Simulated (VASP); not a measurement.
# LiF (F-43m) in VASP: settings compared

Aim: see how the results for LiF move with the level of theory and the settings. Levels: PBE, r2SCAN. Tasks: single point.

Everything below comes from runs of VASP 6.6.1. Logs are shortened: lines on timing, memory, paths and dates and some standing lists are left out, and cuts for length are marked.

### 1 The crystal as given

The structure is cubic, space group F-43m (No. 216). Conventional cell: a = 4.289 Å, b = 4.289 Å, c = 4.289 Å, α = 90.00°, β = 90.00°, γ = 90.00°. Li (site symmetry -43m) has 4 F at 1.86 Å as nearest neighbours. F (site symmetry -43m) is surrounded by 4 Li at 1.86 Å.

The cell was built by a generator and needn't be a form met in nature.

### 2 Single point, PBE

Contents of INCAR:

```
SYSTEM = LiF
ALGO = Normal
EDIFF = 1E-6
ENCUT = 520
GGA = PE
ISIF = 2
ISMEAR = -1
LASPH = .True.
LCHARG = .True.
LELF = .True.
LREAL = .False.
LVHAR = .True.
LWAVE = .False.
NBANDS = 12
NELM = 100
PREC = Accurate
SIGMA = 0.02
```

Contents of KPOINTS:

```
k-points
0
Gamma
  10 10 10
  0 0 0
```

Contents of POSCAR:

```
LiF
1.0
    0.0000000000      2.1446105472      2.1446105472
    2.1446105472      0.0000000000      2.1446105472
    2.1446105472      2.1446105472      0.0000000000
Li F
1 1
Direct
    0.0000000000      0.0000000000      0.0000000000
    0.2500000000      0.2500000000      0.2500000000
```

Potentials or basis: VASP PAW PBE potentials, release 64 (Li_sv, F).

Command:

```
> cat potpaw_PBE.64/Li_sv/POTCAR potpaw_PBE.64/F/POTCAR > POTCAR
> mpirun -np 1 vasp_std > vasp.out
```

OUTCAR:

```text
SYSTEM = LiF
   EDIFF = 1E-6
   ENCUT = 520
   GGA = PE
   ISIF = 2
   ISMEAR = -1
   LASPH = .True.
   LREAL = .False.
   NELM = 100
   PREC = Accurate

 ion  position               nearest neighbor table
   1  0.000  0.000  0.000-   2 1.86   2 1.86   2 1.86   2 1.86
   2  0.250  0.250  0.250-   1 1.86   1 1.86   1 1.86   1 1.86

  LATTYP: Found a face centered cubic cell.
 ALAT       =     4.2892210944

  Lattice vectors:

 A1 = (   0.0000000000,   2.1446105472,   2.1446105472)
 A2 = (   2.1446105472,   0.0000000000,   2.1446105472)
 A3 = (   2.1446105472,   2.1446105472,   0.0000000000)

Analysis of symmetry for initial positions (statically):
=====================================================================
 Subroutine PRICEL returns:
 Original cell was already a primitive cell.

 Routine SETGRP: Setting up the symmetry group for a
 face centered cubic supercell.

 Subroutine GETGRP returns: Found 24 space group operations
 (whereof 24 operations were pure point group operations)
 out of a pool of 48 trial point group operations.

The static configuration has the point symmetry T_d .

Analysis of symmetry for dynamics (positions and initial velocities):
=====================================================================
 Subroutine PRICEL returns:
 Original cell was already a primitive cell.

 Routine SETGRP: Setting up the symmetry group for a
 face centered cubic supercell.

 Subroutine GETGRP returns: Found 24 space group operations
 (whereof 24 operations were pure point group operations)
 out of a pool of 48 trial point group operations.

The dynamic configuration has the point symmetry T_d .

 Subroutine INISYM returns: Found 24 space group operations
 (whereof 24 operations are pure point group operations),
 and found     1 'primitive' translations

----------------------------------------------------------------------------------------

                                     Primitive cell

  volume of cell :      19.7276

  direct lattice vectors                    reciprocal lattice vectors
     0.000000000  2.144610547  2.144610547    -0.233142563  0.233142563  0.233142563
     2.144610547  0.000000000  2.144610547     0.233142563 -0.233142563  0.233142563
     2.144610547  2.144610547  0.000000000     0.233142563  0.233142563 -0.233142563

  length of vectors
     3.032937322  3.032937322  3.032937322     0.403814765  0.403814765  0.403814765

  position of ions in fractional coordinates (direct lattice)
     0.000000000  0.000000000  0.000000000
     0.250000000  0.250000000  0.250000000

  ion indices of the primitive-cell ions
   primitive index   ion index
                 1           1
                 2           2

----------------------------------------------------------------------------------------

 KPOINTS: k-points

Automatic generation of k-mesh.
 Grid dimensions read from file:
 generate k-points for:   10   10   10

 Generating k-lattice:

  Cartesian coordinates                     Fractional coordinates (reciprocal lattice)
    -0.023314256  0.023314256  0.023314256     0.100000000  0.000000000  0.000000000
     0.023314256 -0.023314256  0.023314256     0.000000000  0.100000000  0.000000000
     0.023314256  0.023314256 -0.023314256     0.000000000  0.000000000  0.100000000

  Length of vectors
     0.040381476  0.040381476  0.040381476

  Shift w.r.t. Gamma in fractional coordinates (k-lattice)
     0.000000000  0.000000000  0.000000000

 Subroutine IBZKPT returns following result:
 ===========================================

 Found     47 irreducible k-points:

 Following reciprocal coordinates:
            Coordinates               Weight
  0.000000  0.000000  0.000000      1.000000
  0.100000  0.000000  0.000000      8.000000
  0.200000  0.000000  0.000000      8.000000
  0.300000  0.000000  0.000000      8.000000
  0.400000  0.000000  0.000000      8.000000
  0.500000  0.000000  0.000000      4.000000
[... 16 lines left out ...]
  0.300000  0.300000  0.000000      6.000000
  0.400000  0.300000  0.000000     24.000000
 [... further k-points ...]
   k-points           NKPTS =     47   k-points in BZ     NKDIM =     47   number of bands    NBANDS=     12
   number of dos      NEDOS =    301   number of ions     NIONS =      2
   total plane-waves  NPLWV =  13824
   dimension x,y,z NGX =    24 NGY =   24 NGZ =   24
   dimension x,y,z NGXF=    48 NGYF=   48 NGZF=   48
   ions per type =               1   1
   NGX,Y,Z   is equivalent  to a cutoff of  13.16, 13.16, 13.16 a.u.
   NGXF,Y,Z  is equivalent  to a cutoff of  26.31, 26.31, 26.31 a.u.
 SYSTEM =  LiF
   PREC   = accura    normal or accurate (medium, high low for compatibility)
   ISTART =      0    job   : 0-new  1-cont  2-samecut
   ICHARG =      2    charge: 1-file 2-atom 10-const
   ISPIN  =      1    spin polarized calculation?
   LNONCOLLINEAR =      F non collinear calculations
   LSORBIT =      F    spin-orbit coupling
   LASPH  =      T    aspherical Exc in radial PAW
   ENCUT  =  520.0 eV  38.22 Ry    6.18 a.u.   5.64  5.64  5.64*2*pi/ulx,y,z
   NELM   =    100;   NELMIN=  2; NELMDL= -5     # of ELM steps
   EDIFF  = 0.1E-05   stopping-criterion for ELM
   LREAL  =      F    real-space projection
   EDIFFG = 0.1E-04   stopping-criterion for IOM
   NSW    =      0    number of steps for IOM
   IBRION =     -1    ionic relax: 0-MD 1-quasi-New 2-CG
   NFREE  =      0    steps in history (QN), initial steepest desc. (CG)
   ISIF   =      2    stress and relaxation
   ISYM   =      2    0-nonsym 1-usesym 2-fastsym
   POTIM  = 0.5000    time-step for ionic-motion
   TEBEG  =    0.0;   TEEND  =   0.0 temperature during run
   PSTRESS=    0.0 pullay stress
   NELECT =      10.0000    total number of electrons
   NUPDOWN=      -1.0000    fix difference up-down
   EMIN   =  10.00;   EMAX   =-10.00  energy-range for DOS
   EFERMI =   0.00;   METHOD = LEGACY
   ISMEAR =    -1;   SIGMA  =   0.02  broadening in eV -4-tet -1-fermi 0-gaus
   EFERMI_NEDOS =   21; number of points for ismear=-14 and -15
   IALGO  =     38    algorithm
   IMIX   =      4    mixing-type and parameters
     AMIX     =   0.40;   BMIX     =  1.00
     AMIX_MAG =   1.60;   BMIX_MAG =  1.00
  volume/ion in A,a.u.               =       9.86        66.56
  Fermi-wavevector in a.u.,A,eV,Ry     =   1.305318  2.466694 23.182363  1.703856
  Thomas-Fermi vector in A             =   2.436195
   LORBIT       =      0    0 simple, 1 ext, 2 COOP (PROOUT), +10 PAW based schemes
   GGA     = PE    functional components
   LHFCALC =     F    Hartree Fock is set to
   AEXX    =    0.0000 exact exchange contribution
   IVDW    =     0    specifies the selected vdW correction
   LEPSILON=     F    determine dielectric tensor
   LRPA    =     F    only Hartree local field effects (RPA)
 non-spin polarized calculation
  energy-cutoff  :      520.00
  volume of cell :       19.73
 maximum number of plane-waves:       544
   NGX = 11   NGY = 11   NGZ = 11

 number of electron      10.0000000 magnetization

 number of electron       9.9999987 magnetization

 Free energy of the ion-electron system (eV)
  ---------------------------------------------------
  ext. energy  EPLUGINS =         0.00000000
  ---------------------------------------------------
  free energy    TOTEN  =        -9.61764205 eV

  energy without entropy =       -9.61764205  energy(sigma->0) =       -9.61764205

 E-fermi :  -2.0261     XC(G=0):  -8.8653

 val. band max:       -2.5292937637   @ k =   0.0000   0.0000   0.0000
 cond. band min:       5.3887436628   @ k =   0.0000   0.0000   0.0000
 fundamental gap:      7.9180374264
 Fermi energy:        -2.0260670956

 k-point     1 :       0.0000    0.0000    0.0000
  band No.  band energies     occupation
      1     -42.8661      2.00000
      2     -21.8695      2.00000
      3      -2.5293      2.00000
      4      -2.5293      2.00000
      5      -2.5293      2.00000
      6       5.3887      0.00000
      7      16.9641      0.00000
      8      16.9641      0.00000
      9      16.9641      0.00000
     10      25.6206      0.00000
     11      25.6206      0.00000
     12      25.6206      0.00000

 k-point     2 :       0.1000    0.0000    0.0000
  band No.  band energies     occupation
      1     -42.8624      2.00000
      2     -21.8528      2.00000
      3      -2.7517      2.00000
      4      -2.5553      2.00000
      5      -2.5553      2.00000
      6       5.6734      0.00000
      7      16.7332      0.00000
      8      17.0231      0.00000
      9      17.0231      0.00000
     10      24.3754      0.00000
     11      24.3754      0.00000
     12      24.3931      0.00000

 k-point     3 :       0.2000    0.0000    0.0000
  band No.  band energies     occupation
      1     -42.8529      2.00000
      2     -21.8082      2.00000
      3      -3.2941      2.00000
      4      -2.6222      2.00000
      5      -2.6222      2.00000
      6       6.4481      0.00000
      7      15.9057      0.00000
      8      17.0790      0.00000
      9      17.0790      0.00000
     10      23.4183      0.00000
     11      23.4183      0.00000
     12      23.7443      0.00000
[... 286 lines left out ...]
 k-point    23 :       0.3000    0.3000    0.0000
  band No.  band energies     occupation
      1     -42.8329      2.00000
      2     -21.7152      2.00000
      3      -3.5878      2.00000
      4      -3.0652      2.00000
      5      -3.0652      2.00000
      6       7.4763      0.00000
      7      15.3680      0.00000
      8      16.8119      0.00000
      9      16.8119      0.00000
     10      18.1560      0.00000
     11      26.1867      0.00000
     12      29.7694      0.00000

 k-point    24 :       0.4000    0.3000    0.0000
  band No.  band energies     occupation
      1     -42.8252      2.00000
      2     -21.6782      2.00000
      3      -3.8296      2.00000
      4      -3.1649      2.00000
      5      -3.1502      2.00000
      6       7.9891      0.00000
      7      14.1340      0.00000
      8      16.8491      0.00000
      9      16.9423      0.00000
     10      18.6903      0.00000
     11      25.7189      0.00000
     12      29.2928      0.00000

 [... further k-points ...]
[... 5 lines left out ...]
  --------------------------------------------------------------------------------------
  -------------------------------------------------------------------------------------
  Total        0.3494716      0.3494716      0.3494716      0.0000000      0.0000000      0.0000000
  in kB       28.3822714     28.3822714     28.3822714      0.0000000      0.0000000      0.0000000
  external PRESSURE =      28.3822714 kB  Pullay stress =       0.0000000 kB

 VOLUME and BASIS-vectors are now :
 -----------------------------------------------------------------------------
  energy-cutoff  :      520.00
  volume of cell :       19.73
      direct lattice vectors                 reciprocal lattice vectors
     0.000000000  2.144610547  2.144610547    -0.233142563  0.233142563  0.233142563
     2.144610547  0.000000000  2.144610547     0.233142563 -0.233142563  0.233142563
     2.144610547  2.144610547  0.000000000     0.233142563  0.233142563 -0.233142563

 POSITION                                       TOTAL-FORCE (eV/Angst)
 -----------------------------------------------------------------------------------
      0.00000      0.00000      0.00000        -0.000000     -0.000000     -0.000000
      1.07231      1.07231      1.07231         0.000000      0.000000      0.000000
 -----------------------------------------------------------------------------------
    total drift:                               -0.000000     -0.000000     -0.000000

  FREE ENERGIE OF THE ION-ELECTRON SYSTEM (eV)
  ---------------------------------------------------
  free  energy   TOTEN  =        -9.6176420459 eV

  energy  without entropy=       -9.6176420459  energy(sigma->0) =       -9.61764205
```

Run time: 4.2 s. Hardware: 1 thread of Intel Xeon 6975P-C (Granite Rapids), shared host; peak memory 0.13 GiB.

What came out:

```
Free energy            : -9.6176 eV
Band gap on the k mesh : 7.92 eV, direct
```

Caveat: the cutoff is under 1.25 times the usual one of these potentials, so pressure, stress and relaxed cells hold a basis-set (Pulay) error. A k mesh can miss the band edges.

### 3 Single point, r2SCAN (epitaxial_111 strain +1.5%)

Contents of POSCAR:

```
LiF
1.0
   -0.0340233966      2.1427563089      2.1427563089
    2.1427563089     -0.0340233966      2.1427563089
    2.1427563089      2.1427563089     -0.0340233966
Li F
1 1
Direct
   -0.0014544759     -0.0014544759     -0.0014544759
    0.2514544759      0.2514544759      0.2514544759
```

Contents of INCAR.step1:

```
SYSTEM = LiF
ALGO = Normal ; EDIFF = 1E-4
ENCUT = 520 ; GGA = PE
ISMEAR = 0 ; LASPH = .True.
LCHARG = .False. ; LREAL = .False.
LWAVE = .True. ; NBANDS = 12
NELM = 100 ; PREC = Accurate
SIGMA = 0.01
```

Contents of INCAR.step2:

```
SYSTEM = LiF
ALGO = Normal ; EDIFF = 1E-6
ENCUT = 520 ; ISIF = 2
ISMEAR = 0 ; ISTART = 1
LASPH = .True. ; LCHARG = .False.
LMIXTAU = .True. ; LREAL = .False.
LWAVE = .False. ; METAGGA = R2SCAN
NBANDS = 12 ; NELM = 100
PREC = Accurate ; SIGMA = 0.01
```

KPOINTS is that of step 2.

Potentials or basis: VASP PAW PBE potentials, release 64 (Li_sv, F).

Command:

```
> cat potpaw_PBE.64/Li_sv/POTCAR potpaw_PBE.64/F/POTCAR > POTCAR
> cp INCAR.step1 INCAR
> mpirun -np 1 vasp_std > vasp.out
> cp INCAR.step2 INCAR
> mpirun -np 1 vasp_std > vasp.out
```

Wall time 38 s (1 thread of Intel Xeon 6975P-C (Granite Rapids), shared host); peak memory 0.15 GiB.

It converged, with:

| Quantity | Value |
| --- | --- |
| Free energy | -11.8033 eV |
| Largest force | 0.029 eV/Å |
| Band gap on the k mesh | 8.58 eV, direct |

Forces in eV/Å, atoms in the order of the input:
```
Li   0.017  0.017  0.017
F   -0.017 -0.017 -0.017
```

Levels at points of the mesh, in eV from the valence-band top:
| k point | band 3 | band 4 | band 5 | band 6 | band 7 | band 8 |
| --- | --- | --- | --- | --- | --- | --- |
| (0.00, 0.00, 0.00) | -0.08 | -0.08 | 0.00 | 8.58 | 20.64 | 20.64 |
| (0.50, 0.00, 0.00) | -1.96 | -0.31 | -0.26 | 12.62 | 15.77 | 20.27 |
| (0.50, 0.50, 0.00) | -1.40 | -0.88 | -0.78 | 11.23 | 16.77 | 20.53 |
| (0.50, 0.50, 0.50) | -1.98 | -0.36 | -0.36 | 12.78 | 15.87 | 19.98 |

Caveat: the cutoff is under 1.25 times the usual one of these potentials, so pressure, stress and relaxed cells hold a basis-set (Pulay) error; the PAW data sets were made with another functional, which shifts forces and pressure a little. A k mesh can miss the band edges.
